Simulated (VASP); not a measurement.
# TiTe2 in VASP: a series of runs

Runs on TiTe2. Level: PBE. Tasks: single point.

Program: VASP 6.6.1. These are calculated values, not measurements. Logs are shortened: lines on timing, memory, paths and dates and some standing lists are left out, and cuts for length are marked.

**1. The structure**

The cell holds a slab with vacuum, 6 atoms: a = 3.777 Å, b = 3.777 Å, c = 21.913 Å, α = 90.00°, β = 90.00°, γ = 120.00°.

**2. Single point, PBE**

Input file INCAR:

```
PREC = Accurate ; ENCUT = 650
EDIFF = 1E-7 ; ISMEAR = 0
SIGMA = 0.05 ; LREAL = F
LASPH = T ; NELM = 120
ALGO = Normal ; ISIF = 2
LWAVE = F ; LCHARG = F
LDIPOL = T ; IDIPOL = 3
DIPOL = 0.5 0.5 0.500 ; GGA = PE
NBANDS = 38 ; LVHAR = T
LVACPOTAV = T
```

Input file KPOINTS:

```
Automatic mesh
0
Gamma
  7 7 1
```

Input file POSCAR:

```
TiTe2
1.0
    3.7770008876      0.0000000000      0.0000000000
   -1.8885004438      3.2709787188      0.0000000000
    0.0000000000      0.0000000000     21.9133488000
Te Ti
4 2
Direct
    0.3333333333      0.6666666666      0.2738057088
    0.6666666667      0.3333333334      0.4296627086
    0.3333333333      0.6666666666      0.5703372914
    0.6666666667      0.3333333334      0.7261942912
    0.0000000000      0.0000000000      0.3517342087
    0.0000000000      0.0000000000      0.6482657913
```

Potentials or basis: VASP PAW PBE potentials, release 64 (Te, Ti_sv).

Command:

```sh
$ cat potpaw_PBE.64/Te/POTCAR potpaw_PBE.64/Ti_sv/POTCAR > POTCAR
$ mpirun -np 1 vasp_std > vasp.out
```

OUTCAR:

```text
PREC = Accurate
   ENCUT = 650
   EDIFF = 1E-7
   ISMEAR = 0
   LREAL = F
   LASPH = T
   NELM = 120
   ISIF = 2
   GGA = PE

 Found      8 irreducible k-points:

 Following reciprocal coordinates:
            Coordinates               Weight
  0.000000  0.000000  0.000000      1.000000
  0.142857  0.000000  0.000000      6.000000
  0.285714  0.000000  0.000000      6.000000
  0.428571 -0.000000  0.000000      6.000000
  0.142857  0.142857  0.000000      6.000000
  0.285714  0.142857  0.000000     12.000000
   k-points           NKPTS =      8   k-points in BZ     NKDIM =      8   number of bands    NBANDS=     38
   number of dos      NEDOS =    301   number of ions     NIONS =      6
   total plane-waves  NPLWV = 196608
   dimension x,y,z NGX =    32 NGY =   32 NGZ =  192
   dimension x,y,z NGXF=    64 NGYF=   64 NGZF=  384
   ions per type =               4   2
   NGX,Y,Z   is equivalent  to a cutoff of  14.08, 14.08, 14.57 a.u.
   NGXF,Y,Z  is equivalent  to a cutoff of  28.17, 28.17, 29.13 a.u.
 SYSTEM =  unknown system
   PREC   = accura    normal or accurate (medium, high low for compatibility)
   ISTART =      0    job   : 0-new  1-cont  2-samecut
   ICHARG =      2    charge: 1-file 2-atom 10-const
   ISPIN  =      1    spin polarized calculation?
   LNONCOLLINEAR =      F non collinear calculations
   LSORBIT =      F    spin-orbit coupling
   LASPH  =      T    aspherical Exc in radial PAW
   ENCUT  =  650.0 eV  47.77 Ry    6.91 a.u.   7.85  7.85 45.55*2*pi/ulx,y,z
   NELM   =    120;   NELMIN=  2; NELMDL= -5     # of ELM steps
   EDIFF  = 0.1E-06   stopping-criterion for ELM
   LREAL  =      F    real-space projection
   EDIFFG = 0.1E-05   stopping-criterion for IOM
   NSW    =      0    number of steps for IOM
   IBRION =     -1    ionic relax: 0-MD 1-quasi-New 2-CG
   NFREE  =      0    steps in history (QN), initial steepest desc. (CG)
   ISIF   =      2    stress and relaxation
   ISYM   =      2    0-nonsym 1-usesym 2-fastsym
   POTIM  = 0.5000    time-step for ionic-motion
   TEBEG  =    0.0;   TEEND  =   0.0 temperature during run
   PSTRESS=    0.0 pullay stress
   NELECT =      48.0000    total number of electrons
   NUPDOWN=      -1.0000    fix difference up-down
   EMIN   =  10.00;   EMAX   =-10.00  energy-range for DOS
   EFERMI =   0.00;   METHOD = LEGACY
   ISMEAR =     0;   SIGMA  =   0.05  broadening in eV -4-tet -1-fermi 0-gaus
   EFERMI_NEDOS =   21; number of points for ismear=-14 and -15
   IALGO  =     38    algorithm
   IMIX   =      4    mixing-type and parameters
     AMIX     =   0.40;   BMIX     =  1.00
     AMIX_MAG =   1.60;   BMIX_MAG =  1.00
  volume/ion in A,a.u.               =      45.12       304.49
  Fermi-wavevector in a.u.,A,eV,Ry     =   0.919695  1.737972 11.508349  0.845840
  Thomas-Fermi vector in A             =   2.044918
   LORBIT       =      0    0 simple, 1 ext, 2 COOP (PROOUT), +10 PAW based schemes
   GGA     = PE    functional components
   LHFCALC =     F    Hartree Fock is set to
   AEXX    =    0.0000 exact exchange contribution
   IVDW    =     0    specifies the selected vdW correction
   LEPSILON=     F    determine dielectric tensor
   LRPA    =     F    only Hartree local field effects (RPA)
 non-spin polarized calculation
 Gauss-broadening in eV      SIGMA  =   0.05
  energy-cutoff  :      650.00
  volume of cell :      270.73
 maximum number of plane-waves:     10232
 NGX is ok and might be reduce to    32
   NGX = 15   NGY = 15   NGZ = 91

 dipolmoment           0.000000      0.000000      0.000000 electrons x Angstroem

 number of electron      48.0000009 magnetization

 dipolmoment           0.000000      0.000000     -0.000000 electrons x Angstroem

 Free energy of the ion-electron system (eV)
  ---------------------------------------------------
  ext. energy  EPLUGINS =         0.00000000
  ---------------------------------------------------
  free energy    TOTEN  =       -32.36208397 eV

  energy without entropy =      -32.35798177  energy(sigma->0) =      -32.36003287

 E-fermi :   1.9282     XC(G=0):  -6.3674

 val. band max:        1.9062203681   @ k =   0.1429   0.0000   0.0000
 cond. band min:       2.0243654677   @ k =   0.4286  -0.0000   0.0000
 fundamental gap:      0.1181450996
 Fermi energy:         1.9282422855

 k-point     1 :       0.0000    0.0000    0.0000
  band No.  band energies     occupation
      1     -55.5025      2.00000
      2     -55.5025      2.00000
      3     -31.7507      2.00000
      4     -31.7507      2.00000
      5     -31.7507      2.00000
      6     -31.7507      2.00000
[... 28 lines left out ...]
     35       6.2423      0.00000
     36       6.6646      0.00000

 k-point     2 :       0.1429    0.0000    0.0000
  band No.  band energies     occupation
      1     -55.5019      2.00000
      2     -55.5019      2.00000
      3     -31.7585      2.00000
      4     -31.7585      2.00000
      5     -31.7525      2.00000
      6     -31.7525      2.00000
[... 28 lines left out ...]
     35       6.5744      0.00000
     36       6.9649      0.00000

 k-point     3 :       0.2857    0.0000    0.0000
  band No.  band energies     occupation
      1     -55.5007      2.00000
      2     -55.5007      2.00000
      3     -31.7759      2.00000
      4     -31.7759      2.00000
      5     -31.7565      2.00000
      6     -31.7565      2.00000
[... 28 lines left out ...]
     35       7.0903      0.00000
     36       7.2207      0.00000

 k-point     4 :       0.4286   -0.0000    0.0000
  band No.  band energies     occupation
      1     -55.4997      2.00000
      2     -55.4997      2.00000
      3     -31.7899      2.00000
      4     -31.7899      2.00000
      5     -31.7597      2.00000
      6     -31.7597      2.00000
[... 28 lines left out ...]
     35       6.3976      0.00000
     36       6.7439      0.00000

 k-point     5 :       0.1429    0.1429    0.0000
  band No.  band energies     occupation
      1     -55.5010      2.00000
      2     -55.5010      2.00000
      3     -31.7700      2.00000
      4     -31.7700      2.00000
      5     -31.7565      2.00000
      6     -31.7565      2.00000
[... 28 lines left out ...]
     35       7.1157      0.00000
     36       7.3845      0.00000

 k-point     6 :       0.2857    0.1429    0.0000
  band No.  band energies     occupation
      1     -55.4999      2.00000
      2     -55.4999      2.00000
      3     -31.7834      2.00000
      4     -31.7834      2.00000
      5     -31.7624      2.00000
      6     -31.7624      2.00000
[... 28 lines left out ...]
     35       7.1822      0.00000
     36       7.4331      0.00000

 [... further k-points ...]

 [bands above 36 left out]

------------------------ aborting loop because EDIFF is reached ----------------------------------------

  FORCE on cell =-STRESS in cart. coord.  units (eV):
  Direction    XX          YY          ZZ          XY          YZ          ZX
  --------------------------------------------------------------------------------------
  -------------------------------------------------------------------------------------
  Total        0.5512738      0.5512738      1.4912683      0.0000000      0.0000000      0.0000000
  in kB        3.2624538      3.2624538      8.8253676      0.0000000      0.0000000      0.0000000
  external PRESSURE =       5.1167584 kB  Pullay stress =       0.0000000 kB

 VOLUME and BASIS-vectors are now :
 -----------------------------------------------------------------------------
  energy-cutoff  :      650.00
  volume of cell :      270.73
      direct lattice vectors                 reciprocal lattice vectors
     3.777000888  0.000000000  0.000000000     0.264760330  0.152859448  0.000000000
    -1.888500444  3.270978719  0.000000000     0.000000000  0.305718895  0.000000000
     0.000000000  0.000000000 21.913348800     0.000000000  0.000000000  0.045634285

 POSITION                                       TOTAL-FORCE (eV/Angst)
 -----------------------------------------------------------------------------------
     -0.00000      2.18065      6.00000         0.000000     -0.000000     -0.230229
      1.88850      1.09033      9.41535        -0.000000      0.000000     -0.015722
     -0.00000      2.18065     12.49800         0.000000     -0.000000      0.015722
      1.88850      1.09033     15.91335        -0.000000     -0.000000      0.230229
      0.00000      0.00000      7.70767         0.000000      0.000000      0.124977
      0.00000      0.00000     14.20567         0.000000      0.000000     -0.124977
 -----------------------------------------------------------------------------------
    total drift:                                0.000000     -0.000000      0.000000

  FREE ENERGIE OF THE ION-ELECTRON SYSTEM (eV)
  ---------------------------------------------------
  free  energy   TOTEN  =       -32.3620839675 eV

  energy  without entropy=      -32.3579817693  energy(sigma->0) =      -32.36003287

 vacuum level on the upper side and lower side of the slab         6.932         6.932
```

Wall time 2.8 min (1 thread of Intel Xeon Platinum 8488C (Sapphire Rapids), shared host); peak memory 0.48 GiB.

The run converged, but some of its settings lie outside the range that counts as converged, so its numbers aren't taken as properties of the slab.

Results:

```yaml
Free_energy: -32.3621 eV
Largest_force: 0.230 eV/Å
Band_gap_on_the_k_mesh: none (metal or under the smearing width)
Work_function_of_the_upper_face: 5.00 eV
Work_function_of_the_lower_face: 5.00 eV
```

**3. Single point, PBE**

This run uses another cell than the first one, of 65.71 Å³/atom, 1.456 times its volume.

Input file INCAR:

```
PREC = Accurate
ENCUT = 650
EDIFF = 1E-7
ISMEAR = 0
SIGMA = 0.05
LREAL = False
LASPH = True
NELM = 120
ALGO = Normal
ISIF = 2
LWAVE = False
LCHARG = False
LDIPOL = True
IDIPOL = 3
DIPOL = 0.5 0.5 0.500
GGA = PE
NBANDS = 38
LVHAR = True
LVACPOTAV = True
```

Input file KPOINTS:

```
regular mesh
0
Gamma
  9 9 1
```

Input file POSCAR:

```
TiTe2
1.0
    3.7770008876      0.0000000000      0.0000000000
   -1.8885004438      3.2709787188      0.0000000000
    0.0000000000      0.0000000000     31.9133488000
Te Ti
4 2
Direct
    0.3333333333      0.6666666666      0.3446833508
    0.6666666667      0.3333333334      0.4517027934
    0.3333333333      0.6666666666      0.5482972066
    0.6666666667      0.3333333334      0.6553166492
    0.0000000000      0.0000000000      0.3981930721
    0.0000000000      0.0000000000      0.6018069279
```

Potentials or basis: VASP PAW PBE potentials, release 64 (Te, Ti_sv).

Command:

```sh
$ cat potpaw_PBE.64/Te/POTCAR potpaw_PBE.64/Ti_sv/POTCAR > POTCAR
$ mpirun -np 1 vasp_std > vasp.out
```

It took 7.5 min on 1 thread of Intel Xeon Platinum 8488C (Sapphire Rapids), shared host; peak memory 0.68 GiB.

The run converged, but some of its settings lie outside the range that counts as converged, so its numbers aren't taken as properties of the slab.

Results:

| Quantity | Value |
| --- | --- |
| Free energy | -32.3712 eV |
| Largest force | 0.268 eV/Å |
| Band gap on the k mesh | none (metal or under the smearing width) |
| Work function of the upper face | 4.94 eV |
| Work function of the lower face | 4.94 eV |

**4. Single point, PBE**

INCAR: that of step 3 with these lines changed.

```diff
@@ -1,3 +1,3 @@
 PREC = Accurate
-ENCUT = 650
+ENCUT = 280
 EDIFF = 1E-7
```

Input file KPOINTS:

```
regular mesh
0
Gamma
  3 3 1
```

Input file POSCAR:

```
TiTe2
1.0
    3.7770008876      0.0000000000      0.0000000000
   -1.8885004438      3.2709787188      0.0000000000
    0.0000000000      0.0000000000     21.9133488000
Te Ti
4 2
Direct
    0.3333333333      0.6666666666      0.2738057088
    0.6666666667      0.3333333334      0.4296627086
    0.3333333333      0.6666666666      0.5703372914
    0.6666666667      0.3333333334      0.7261942912
    0.0000000000      0.0000000000      0.3517342087
    0.0000000000      0.0000000000      0.6482657913
```

Command:

```sh
$ cat potpaw_PBE.64/Te/POTCAR potpaw_PBE.64/Ti_sv/POTCAR > POTCAR
$ mpirun -np 1 vasp_std > vasp.out
```

Wall time 35 s (1 thread of Intel Xeon Platinum 8488C (Sapphire Rapids), shared host); peak memory 0.23 GiB.

These settings aren't checked as converged: the numbers below hold their error.

Results:

* Free energy: -31.9679 eV
* Largest force: 0.349 eV/Å
* Band gap on the k mesh: none (metal or under the smearing width)
* Work function of the upper face: 4.92 eV
* Work function of the lower face: 4.92 eV

Caveat: the k mesh is coarse (spacing up to 0.64 Å⁻¹), so the values aren't converged; the cutoff is under 1.25 times the usual one of these potentials, so pressure, stress and relaxed cells hold a basis-set (Pulay) error.

**5. Single point, PBE**

INCAR: that of step 4 with these lines changed.

```diff
@@ -1,3 +1,3 @@
 PREC = Accurate
-ENCUT = 280
+ENCUT = 460
 EDIFF = 1E-7
```

KPOINTS is that of step 4.

POSCAR is that of step 4.

Command:

```sh
$ cat potpaw_PBE.64/Te/POTCAR potpaw_PBE.64/Ti_sv/POTCAR > POTCAR
$ mpirun -np 1 vasp_std > vasp.out
```

It took 62 s on 1 thread of Intel Xeon Platinum 8488C (Sapphire Rapids), shared host; peak memory 0.33 GiB.

These settings aren't checked as converged: the numbers below hold their error.

Results:

```
Free energy                     : -31.9769 eV
Largest force                   : 0.334 eV/Å
Band gap on the k mesh          : none (metal or under the smearing width)
Work function of the upper face : 4.92 eV
Work function of the lower face : 4.92 eV
```

Caveat: the k mesh is coarse (spacing up to 0.64 Å⁻¹), so the values aren't converged.
